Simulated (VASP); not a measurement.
Set up this calculation in VASP 6.6.1, as the native input.

```
Task                   : single point
Functional             : PBE
Potentials or basis    : VASP PAW PBE potentials, release 64 (Sr_sv, V_sv, O)
Cutoff                 : 520 eV
k mesh                 : 6 × 6 × 6
Occupations            : gaussian, width 0.05 eV
Spin                   : collinear spin, typed start
Starting moments       : [0.0, 1.0, 0.0, 0.0, 0.0] μB
Hubbard terms          : V d U = 3.25 eV
Dipole correction      : no
Further INCAR settings : ALGO = Normal; EDIFF = 1e-07; NBANDS = 32
```

The structure of SrVO3 lies in POSCAR:

```
SrVO3
1.0
    3.8409000000      0.0000000000      0.0000000000
    0.0000000000      3.8409000000      0.0000000000
    0.0000000000      0.0000000000      3.8409000000
Sr V O
1 1 3
Direct
    0.5000000000      0.5000000000      0.5000000000
    0.0000000000      0.0000000000      0.0000000000
    0.5000000000      0.0000000000      0.0000000000
    0.0000000000      0.5000000000      0.0000000000
    0.0000000000      0.0000000000      0.5000000000
```

These files were run (other wordings do the same):

INCAR

```
SYSTEM = SrVO3
PREC = Accurate ; ENCUT = 520
EDIFF = 1E-7 ; ISMEAR = 0
SIGMA = 0.05 ; LREAL = .False.
LASPH = .True. ; NELM = 150
ALGO = Normal ; ISIF = 2
LWAVE = .False. ; LCHARG = .False.
ISPIN = 2 ; MAGMOM = 0 1 0 0 0
LORBIT = 11 ; LMAXMIX = 4
LDAU = .True. ; LDAUTYPE = 2
LDAUL = -1 2 -1 ; LDAUU = 0 3.25 0
LDAUJ = 0 0 0 ; LDAUPRINT = 1
GGA = PE ; NBANDS = 32
```

KPOINTS

```
regular mesh
0
Gamma
  6 6 6
  0 0 0
```

Potentials or basis: VASP PAW PBE potentials, release 64 (Sr_sv, V_sv, O).

Launch:

```sh
$ cat potpaw_PBE.64/Sr_sv/POTCAR potpaw_PBE.64/V_sv/POTCAR potpaw_PBE.64/O/POTCAR > POTCAR
$ mpirun -np 1 vasp_std > vasp.out
```

It gave:

| Property | Result |
| --- | --- |
| Pressure | 8.4 GPa |
| Band gap on the k mesh | none (metal or under the smearing width) |
| Net moment | 1.00 μB per cell |
| Site moments | Sr -0.00; V +1.10; O -0.05 μB |
| Valence electrons inside the program's atomic spheres | Sr 8.02; V 11.51; O 5.06 |

It took 46 s on 1 thread of AMD EPYC 9R45 (Zen 5), with other jobs on the host, peak memory 0.19 GiB.
